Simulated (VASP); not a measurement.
# AgCl (Fm-3m) in VASP: further runs

One crystal, AgCl, is run at these levels: PBE+D3(BJ); tasks: single point, relaxation of cell and atoms.

All numbers are computed with VASP 6.6.1; they aren't measurements. Logs are shortened: lines on timing, memory, paths and dates and some standing lists are left out, and cuts for length are marked.

**Measured values to compare with.**

From a printed reference work, data compilation, for a bulk crystal of AgCl: band gap 3.249 eV (indirect).

The results are compared with them further down.

## Step 1: The crystal as given

The structure is cubic, space group Fm-3m (No. 225). Conventional cell: a = 5.511 Å, b = 5.511 Å, c = 5.511 Å, α = 90.00°, β = 90.00°, γ = 90.00°. Ag (site symmetry m-3m) is surrounded by 6 Cl at 2.76 Å. Cl (site symmetry m-3m) is surrounded by 6 Ag at 2.76 Å.

The cell is a database's computed one.

## Step 2: Single point, PBE+D3(BJ)

INCAR reads:

```
SYSTEM = AgCl
PREC = Accurate
ENCUT = 520
EDIFF = 1E-6
ISMEAR = 0
SIGMA = 0.02
LREAL = .FALSE.
LASPH = .TRUE.
NELM = 60
ALGO = Normal
ISIF = 2
LWAVE = .FALSE.
LCHARG = .TRUE.
GGA = PE
IVDW = 12
LELF = .TRUE.
LVHAR = .TRUE.
NBANDS = 16
```

KPOINTS reads:

```
regular mesh
0
G
  8 8 8
  0 0 0
```

POSCAR reads:

```
AgCl
1.0
    0.0000000000      2.7553268291      2.7553268291
    2.7553268291      0.0000000000      2.7553268291
    2.7553268291      2.7553268291      0.0000000000
Ag Cl
1 1
Direct
    0.0000000000      0.0000000000      0.0000000000
    0.5000000000      0.5000000000      0.5000000000
```

Potentials or basis: VASP PAW PBE potentials, release 64 (Ag, Cl).

Run with:

```sh
> cat potpaw_PBE.64/Ag/POTCAR potpaw_PBE.64/Cl/POTCAR > POTCAR
> mpirun -np 1 vasp_std > vasp.out
```

OUTCAR:

```text
SYSTEM = AgCl
   PREC = Accurate
   ENCUT = 520
   EDIFF = 1E-6
   ISMEAR = 0
   LREAL = .FALSE.
   LASPH = .TRUE.
   NELM = 60
   ISIF = 2
   GGA = PE
   IVDW = 12
 IVDW          = 12

 ion  position               nearest neighbor table
   1  0.000  0.000  0.000-   2 2.76   2 2.76   2 2.76   2 2.76   2 2.76   2 2.76
   2  0.500  0.500  0.500-   1 2.76   1 2.76   1 2.76   1 2.76   1 2.76   1 2.76

  LATTYP: Found a face centered cubic cell.
 ALAT       =     5.5106536582

  Lattice vectors:

 A1 = (   0.0000000000,   2.7553268291,   2.7553268291)
 A2 = (   2.7553268291,   0.0000000000,   2.7553268291)
 A3 = (   2.7553268291,   2.7553268291,   0.0000000000)

Analysis of symmetry for initial positions (statically):
=====================================================================
 Subroutine PRICEL returns:
 Original cell was already a primitive cell.

 Routine SETGRP: Setting up the symmetry group for a
 face centered cubic supercell.

 Subroutine GETGRP returns: Found 48 space group operations
 (whereof 48 operations were pure point group operations)
 out of a pool of 48 trial point group operations.

The static configuration has the point symmetry O_h .

Analysis of symmetry for dynamics (positions and initial velocities):
=====================================================================
 Subroutine PRICEL returns:
 Original cell was already a primitive cell.

 Routine SETGRP: Setting up the symmetry group for a
 face centered cubic supercell.

 Subroutine GETGRP returns: Found 48 space group operations
 (whereof 48 operations were pure point group operations)
 out of a pool of 48 trial point group operations.

The dynamic configuration has the point symmetry O_h .

 Subroutine INISYM returns: Found 48 space group operations
 (whereof 48 operations are pure point group operations),
 and found     1 'primitive' translations

----------------------------------------------------------------------------------------

                                     Primitive cell

  volume of cell :      41.8359

  direct lattice vectors                    reciprocal lattice vectors
     0.000000000  2.755326829  2.755326829    -0.181466676  0.181466676  0.181466676
     2.755326829  0.000000000  2.755326829     0.181466676 -0.181466676  0.181466676
     2.755326829  2.755326829  0.000000000     0.181466676  0.181466676 -0.181466676

  length of vectors
     3.896620570  3.896620570  3.896620570     0.314309502  0.314309502  0.314309502

  position of ions in fractional coordinates (direct lattice)
     0.000000000  0.000000000  0.000000000
     0.500000000  0.500000000  0.500000000

  ion indices of the primitive-cell ions
   primitive index   ion index
                 1           1
                 2           2

----------------------------------------------------------------------------------------

 KPOINTS: regular mesh

Automatic generation of k-mesh.
 Grid dimensions read from file:
 generate k-points for:    8    8    8

 Generating k-lattice:

  Cartesian coordinates                     Fractional coordinates (reciprocal lattice)
    -0.022683334  0.022683334  0.022683334     0.125000000  0.000000000  0.000000000
     0.022683334 -0.022683334  0.022683334     0.000000000  0.125000000  0.000000000
     0.022683334  0.022683334 -0.022683334     0.000000000  0.000000000  0.125000000

  Length of vectors
     0.039288688  0.039288688  0.039288688

  Shift w.r.t. Gamma in fractional coordinates (k-lattice)
     0.000000000  0.000000000  0.000000000

 Subroutine IBZKPT returns following result:
 ===========================================

 Found     29 irreducible k-points:

 Following reciprocal coordinates:
            Coordinates               Weight
  0.000000  0.000000  0.000000      1.000000
  0.125000  0.000000  0.000000      8.000000
  0.250000  0.000000  0.000000      8.000000
  0.375000  0.000000  0.000000      8.000000
  0.500000  0.000000  0.000000      4.000000
  0.125000  0.125000  0.000000      6.000000
[... 16 lines left out ...]
  0.500000  0.250000  0.125000     48.000000
 -0.375000  0.250000  0.125000     24.000000
 [... further k-points ...]
   k-points           NKPTS =     29   k-points in BZ     NKDIM =     29   number of bands    NBANDS=     16
   number of dos      NEDOS =    301   number of ions     NIONS =      2
   total plane-waves  NPLWV =  27000
   dimension x,y,z NGX =    30 NGY =   30 NGZ =   30
   dimension x,y,z NGXF=    60 NGYF=   60 NGZF=   60
   ions per type =               1   1
   NGX,Y,Z   is equivalent  to a cutoff of  12.80, 12.80, 12.80 a.u.
   NGXF,Y,Z  is equivalent  to a cutoff of  25.60, 25.60, 25.60 a.u.
 SYSTEM =  AgCl
   PREC   = accura    normal or accurate (medium, high low for compatibility)
   ISTART =      0    job   : 0-new  1-cont  2-samecut
   ICHARG =      2    charge: 1-file 2-atom 10-const
   ISPIN  =      1    spin polarized calculation?
   LNONCOLLINEAR =      F non collinear calculations
   LSORBIT =      F    spin-orbit coupling
   LASPH  =      T    aspherical Exc in radial PAW
   ENCUT  =  520.0 eV  38.22 Ry    6.18 a.u.   7.25  7.25  7.25*2*pi/ulx,y,z
   NELM   =     60;   NELMIN=  2; NELMDL= -5     # of ELM steps
   EDIFF  = 0.1E-05   stopping-criterion for ELM
   LREAL  =      F    real-space projection
   EDIFFG = 0.1E-04   stopping-criterion for IOM
   NSW    =      0    number of steps for IOM
   IBRION =     -1    ionic relax: 0-MD 1-quasi-New 2-CG
   NFREE  =      0    steps in history (QN), initial steepest desc. (CG)
   ISIF   =      2    stress and relaxation
   ISYM   =      2    0-nonsym 1-usesym 2-fastsym
   POTIM  = 0.5000    time-step for ionic-motion
   TEBEG  =    0.0;   TEEND  =   0.0 temperature during run
   PSTRESS=    0.0 pullay stress
   NELECT =      18.0000    total number of electrons
   NUPDOWN=      -1.0000    fix difference up-down
   EMIN   =  10.00;   EMAX   =-10.00  energy-range for DOS
   EFERMI =   0.00;   METHOD = LEGACY
   ISMEAR =     0;   SIGMA  =   0.02  broadening in eV -4-tet -1-fermi 0-gaus
   EFERMI_NEDOS =   21; number of points for ismear=-14 and -15
   IALGO  =     38    algorithm
   IMIX   =      4    mixing-type and parameters
     AMIX     =   0.40;   BMIX     =  1.00
     AMIX_MAG =   1.60;   BMIX_MAG =  1.00
  volume/ion in A,a.u.               =      20.92       141.16
  Fermi-wavevector in a.u.,A,eV,Ry     =   1.235898  2.335508 20.782128  1.527443
  Thomas-Fermi vector in A             =   2.370528
   LORBIT       =      0    0 simple, 1 ext, 2 COOP (PROOUT), +10 PAW based schemes
   GGA     = PE    functional components
   LHFCALC =     F    Hartree Fock is set to
   AEXX    =    0.0000 exact exchange contribution
   IVDW    =    12    specifies the selected vdW correction
   LEPSILON=     F    determine dielectric tensor
   LRPA    =     F    only Hartree local field effects (RPA)
 non-spin polarized calculation
 Gauss-broadening in eV      SIGMA  =   0.02
  energy-cutoff  :      520.00
  volume of cell :       41.84
 maximum number of plane-waves:      1158
 NGX is ok and might be reduce to    30
   NGX = 15   NGY = 15   NGZ = 15

 number of electron      18.0000005 magnetization

 Free energy of the ion-electron system (eV)
  ---------------------------------------------------
  ext. energy  EPLUGINS =         0.00000000
  ---------------------------------------------------
  free energy    TOTEN  =        -5.38395156 eV

  energy without entropy =       -5.38395156  energy(sigma->0) =       -5.38395156

 E-fermi :   4.2059     XC(G=0): -10.0672

 val. band max:        4.0654252635   @ k =   0.5000   0.0000   0.0000
 cond. band min:       4.9703144737   @ k =   0.0000   0.0000   0.0000
 fundamental gap:      0.9048892102
 Fermi energy:         4.2058501712

 k-point     1 :       0.0000    0.0000    0.0000
  band No.  band energies     occupation
      1     -11.2145      2.00000
      2       1.5467      2.00000
      3       1.5467      2.00000
      4       1.5467      2.00000
      5       1.5888      2.00000
      6       1.5888      2.00000
[... 8 lines left out ...]
     15      17.4981      0.00000
     16      17.4981      0.00000

 k-point     2 :       0.1250    0.0000    0.0000
  band No.  band energies     occupation
      1     -11.1514      2.00000
      2       0.8122      2.00000
      3       0.8740      2.00000
      4       0.8740      2.00000
      5       1.6037      2.00000
      6       1.6037      2.00000
[... 8 lines left out ...]
     15      16.1463      0.00000
     16      16.8578      0.00000

 k-point     3 :       0.2500    0.0000    0.0000
  band No.  band energies     occupation
      1     -10.9922      2.00000
      2      -0.2438      2.00000
      3       0.2846      2.00000
      4       0.2846      2.00000
      5       1.7356      2.00000
      6       1.7356      2.00000
[... 8 lines left out ...]
     15      16.3550      0.00000
     16      16.7377      0.00000

 k-point     4 :       0.3750    0.0000    0.0000
  band No.  band energies     occupation
      1     -10.8224      2.00000
      2      -1.0424      2.00000
      3      -0.0904      2.00000
      4      -0.0904      2.00000
      5       1.8730      2.00000
      6       1.8730      2.00000
[... 8 lines left out ...]
     15      17.2082      0.00000
     16      17.2082      0.00000
[... 324 lines left out ...]
 k-point    22 :       0.3750    0.2500    0.1250
  band No.  band energies     occupation
      1     -10.8953      2.00000
      2      -0.6324      2.00000
      3       0.1999      2.00000
      4       0.5722      2.00000
      5       1.6431      2.00000
      6       1.8570      2.00000
[... 8 lines left out ...]
     15      18.2422      0.00000
     16      19.5592      0.00000

 k-point    23 :       0.5000    0.2500    0.1250
  band No.  band energies     occupation
      1     -10.7743      2.00000
      2      -0.8468      2.00000
      3      -0.1002      2.00000
      4       0.1599      2.00000
      5       1.7693      2.00000
      6       1.9401      2.00000
[... 8 lines left out ...]
     15      18.4629      0.00000
     16      19.3069      0.00000

 k-point    24 :      -0.3750    0.2500    0.1250
  band No.  band energies     occupation
      1     -10.7227      2.00000
      2      -0.9112      2.00000
      3      -0.1511      2.00000
      4      -0.1019      2.00000
      5       1.8635      2.00000
      6       1.9333      2.00000
[... 8 lines left out ...]
     15      17.6213      0.00000
     16      19.0831      0.00000

 [... further k-points ...]

------------------------ aborting loop because EDIFF is reached ----------------------------------------

 Edisp (eV)   -0.67601

 E8    (eV) :    -0.2714

  FORCE on cell =-STRESS in cart. coord.  units (eV):
  Direction    XX          YY          ZZ          XY          YZ          ZX
  --------------------------------------------------------------------------------------
  -------------------------------------------------------------------------------------
  Total      -0.03961    -0.03961    -0.03961     0.00000    -0.00000     0.00000
  in kB      -1.51685    -1.51685    -1.51685     0.00000    -0.00000     0.00000
  external pressure =       -1.52 kB  Pullay stress =        0.00 kB

 VOLUME and BASIS-vectors are now :
 -----------------------------------------------------------------------------
  energy-cutoff  :      520.00
  volume of cell :       41.84
      direct lattice vectors                 reciprocal lattice vectors
     0.000000000  2.755326829  2.755326829    -0.181466676  0.181466676  0.181466676
     2.755326829  0.000000000  2.755326829     0.181466676 -0.181466676  0.181466676
     2.755326829  2.755326829  0.000000000     0.181466676  0.181466676 -0.181466676

 POSITION                                       TOTAL-FORCE (eV/Angst)
 -----------------------------------------------------------------------------------
      0.00000      0.00000      0.00000         0.000000      0.000000      0.000000
      2.75533      2.75533      2.75533         0.000000      0.000000      0.000000
 -----------------------------------------------------------------------------------
    total drift:                               -0.000000      0.000000      0.000000

  FREE ENERGIE OF THE ION-ELECTRON SYSTEM (eV)
  ---------------------------------------------------
  free  energy   TOTEN  =        -6.0599606301 eV

  energy  without entropy=       -6.0599606301  energy(sigma->0) =       -6.05996063
```

It took 9.3 s on 1 thread of Intel Xeon 6975P-C (Granite Rapids), shared host; peak memory 0.18 GiB.

Results:

| Property | Result |
| --- | --- |
| Free energy | -6.0600 eV |
| Pressure | -0.2 GPa |
| Band gap on the k mesh | 0.90 eV, indirect (least direct gap 3.24 eV) |
| Dispersion energy per atom | -0.338 eV |

## Step 3: Relaxation of cell and atoms, PBE+D3(BJ)

This run uses another cell than the first one, of 21.32 Å³/atom, 1.019 times its volume.

INCAR reads:

```
SYSTEM = AgCl
  PREC = Accurate
  ENCUT = 600
  EDIFF = 1E-6
  ISMEAR = 0
  SIGMA = 0.02
  LREAL = .False.
  LASPH = .True.
  NELM = 100
  ALGO = Fast
  ISIF = 3
  LWAVE = .False.
  LCHARG = .False.
  GGA = PE
  IVDW = 12
  IBRION = 2
  NSW = 100
  EDIFFG = -0.01
```

KPOINTS reads:

```
regular mesh
0
Gamma
  8 8 8
  0 0 0
```

POSCAR reads:

```
AgCl
1.0
    0.0000000000      2.7726628800      2.7726628800
    2.7726628800      0.0000000000      2.7726628800
    2.7726628800      2.7726628800      0.0000000000
Ag Cl
1 1
Direct
    0.0000000000      0.0000000000      0.0000000000
    0.5000000000      0.5000000000      0.5000000000
```

Potentials or basis: VASP PAW PBE potentials, release 64 (Ag, Cl).

Run with:

```sh
> cat potpaw_PBE.64/Ag/POTCAR potpaw_PBE.64/Cl/POTCAR > POTCAR
> mpirun -np 1 vasp_std > vasp.out
```

Run time: 18 s. Hardware: 1 thread of Intel Xeon 6975P-C (Granite Rapids), shared host; peak memory 0.2 GiB.

The run converged. Its results:

```yaml
Free_energy: -6.0602 eV
Relaxed_volume: 20.86 Å³/atom
Relaxed_cell: a = 3.893 Å, b = 3.893 Å, c = 3.893 Å, α = 60.00°, β = 60.00°, γ = 60.00°
Space_group_after_relaxing_to_0.05_Å: Fm-3m (No. 225)
Energy_gained_by_relaxing: 1.4 meV/atom
Ionic_steps: 4
Pressure_after_relaxing: 0.0 GPa
Band_gap_on_the_k_mesh: 0.91 eV, indirect (least direct gap 3.25 eV)
Dispersion_energy_per_atom: -0.339 eV
```

Step by step:
```csv
step,energy change (eV),largest force (eV/Å),pressure (GPa),volume (Å³)
1,0.0000,0.0000,-1.03,42.63
2,-0.0028,0.0000,-0.10,41.79
3,-0.0028,0.0000,0.08,41.68
4,-0.0028,0.0000,0.03,41.73
```

Final structure:
```yaml
crystal:
  lattice:
    - [0.00000, 2.75290, 2.75290]
    - [2.75290, 0.00000, 2.75290]
    - [2.75290, 2.75290, 0.00000]
  atoms:
    - { symbol: Ag, position: [0.00000, 0.00000, 0.00000] }
    - { symbol: Cl, position: [0.50000, 0.50000, 0.50000] }
```

Levels at points of the mesh, in eV from the valence-band top:
| k point | band 6 | band 7 | band 8 | band 9 | band 10 | band 11 | band 12 | band 13 |
| --- | --- | --- | --- | --- | --- | --- | --- | --- |
| (0.00, 0.00, 0.00) | -2.49 | -2.41 | -2.41 | -2.41 | 0.91 | 10.85 | 10.85 | 10.85 |
| (0.50, 0.00, 0.00) | -2.14 | -1.82 | 0.00 | 0.00 | 4.18 | 6.66 | 7.63 | 7.63 |
| (0.50, 0.50, 0.00) | -2.29 | -2.02 | -2.02 | -1.92 | 2.35 | 7.99 | 8.71 | 11.63 |

(Continued in part 2 of 2.)
